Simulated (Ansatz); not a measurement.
AlCu3 in Ansatz: the effect of target pressure

AlCu3:

```xyz
4
Lattice="0.0000 2.8880 2.8880 2.8880 0.0000 2.8880 2.8880 2.8880 0.0000" Properties=species:S:1:pos:R:3 pbc="T T T"
Cu    4.3320    4.3320    4.3320
Cu    1.4440    1.4440    1.4440
Cu    2.8880    2.8880    2.8880
Al    0.0000    0.0000    0.0000
```

The cell comes from a database or a generator and needn't be the stable form of this composition.

Alike in all runs:

| Property | Result |
| --- | --- |
| Program | Ansatz 0.2.0 |
| Task | relaxation of cell and atoms |
| Functional | PBEsol |
| Potentials or basis | Ansatz PAW |
| Cutoff | 420 eV (not typed: the program's choice for these potentials) |
| k mesh | 8 × 8 × 8 |
| Occupations | fermi-dirac, width 0.05 eV |
| Spin | no spin polarisation |

Each run relaxes the cell or the atoms first.

```tsv
target pressure	relaxed volume (Å³/atom)
0 GPa	11.98
2 GPa	11.83
5 GPa	?
10 GPa	11.31
20 GPa	10.81
30 GPa	10.40
```

Question: What does the run with target pressure 5 GPa give?

Answer: Relaxed volume 11.62 Å³/atom.

Worked out: In Murnaghan's law V^(-B') rises as a straight line in P. The other rows fit best with B' = 4.3, V0 = 11.98 Å³/atom and B0 = 154 GPa, which gives 11.62 Å³/atom at 5 GPa, against the run's 11.62.

Caveats: the plane-wave basis is chosen anew once the cell has moved, so the energies of steps on either side of that aren't comparable; the PAW data sets come from PBE, with cores solved anew for the run's functional, which leaves a small shift of forces and pressure.
